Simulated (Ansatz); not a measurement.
Runs of Ansatz 0.2.0 on MgO. The structure is cubic, space group Fm-3m (No. 225). Conventional cell: a = 4.194 Å, b = 4.194 Å, c = 4.194 Å, α = 90.00°, β = 90.00°, γ = 90.00°. Mg (site symmetry m-3m) has 6 O at 2.10 Å as nearest neighbours. O (site symmetry m-3m) is surrounded by 6 Mg at 2.10 Å. The cell is a database's computed one.

| task | level | potentials or basis | cell | cutoff (eV) | smearing | basis error allowed | gap on the mesh (eV) | pressure (GPa) | relaxed volume (Å³/atom) |
| --- | --- | --- | --- | --- | --- | --- | --- | --- | --- |
| single point | RPBE | all-electron LAPW, scalar-relativistic | as given | 317 | gaussian 0.05 eV | 0.001 eV/atom | 4.97 | 11.9 | - |
| Born charges and dielectric tensor | LDA | all-electron PAW datasets made for the crystal | as given | 400 | fixed | - | (b) | - | - |
| relaxation of cell and atoms | PBEsol+D4 | all-electron LAPW, scalar-relativistic | relaxed | - | fermi-dirac 0.05 eV | 0.001 eV/atom | 4.72 | 0.0 | 9.26 |
| band structure | PBEsol | all-electron LAPW, scalar-relativistic | as given | 316 | fermi-dirac 0.05 eV | 0.001 eV/atom | 4.76 | 2.4 | - |
| relaxation of cell and atoms | RPBE+D3(BJ) | all-electron LAPW, scalar-relativistic | relaxed | - | fermi-dirac 0.05 eV | 0.001 eV/atom | (c) | 0.0 | 8.47 |
| relaxation of cell and atoms | BLYP+D4 | all-electron LAPW, scalar-relativistic | relaxed | - | fermi-dirac 0.05 eV | 0.001 eV/atom | 4.95 | 0.0 | 9.40 |
| band structure | revPBE | all-electron LAPW, scalar-relativistic | as given | 316 | fermi-dirac 0.05 eV | 0.001 eV/atom | 4.95 | (a) | - |
| Born charges and dielectric tensor | PBEsol | all-electron PAW datasets made for the crystal | as given | 400 | fixed | - | 4.76 | - | - |

Alike in all rows: no spin polarisation; k mesh 11 × 11 × 11.

Problem. Estimate the missing entries.

Solution. (a) 10.8; (b) 4.78; (c) 5.86.

Caveats: an odd mesh through Γ misses points on the zone boundary, where band edges often lie (some runs); the program warned that the printed levels may be off, so bands, gaps and densities of states are rough (some runs).

The runs don't all hold the same shells in valence.

Runs at the PBE level aren't shown here.
